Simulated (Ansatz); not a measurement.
Crystal: BeTe.

```
Te Be
1.0
     0.00000    2.77000    2.77000
     2.77000    0.00000    2.77000
     2.77000    2.77000    0.00000
Te Be
1 1
Direct
  0.75000 0.75000 0.75000
  0.00000 0.00000 0.00000
```

Base run:

* Program: Ansatz 0.2.0
* Functional: PBEsol
* Potentials or basis: all-electron LAPW, scalar-relativistic
* Cutoff: 227 eV (chosen from the basis error)
* Basis error allowed: 0.001 eV/atom
* k mesh: 8 × 8 × 8
* Occupations: fermi-dirac, width 0.05 eV
* Spin: no spin polarisation

Its results: band gap on the k mesh 1.75 eV, indirect (least direct gap 3.58 eV); pressure 2.3 GPa.

**Question.** The run is repeated on the same cell with these changes: potentials or basis from all-electron LAPW, scalar-relativistic to all-electron LAPW, non-relativistic. What comes out?

**Answer.** Band gap on the k mesh 1.82 eV, indirect (least direct gap 3.43 eV); pressure 3.0 GPa.

Caveats: spin-orbit coupling is left out, which moves the levels of the heavy elements; relativity is left out, which matters for the heavier elements (some runs).
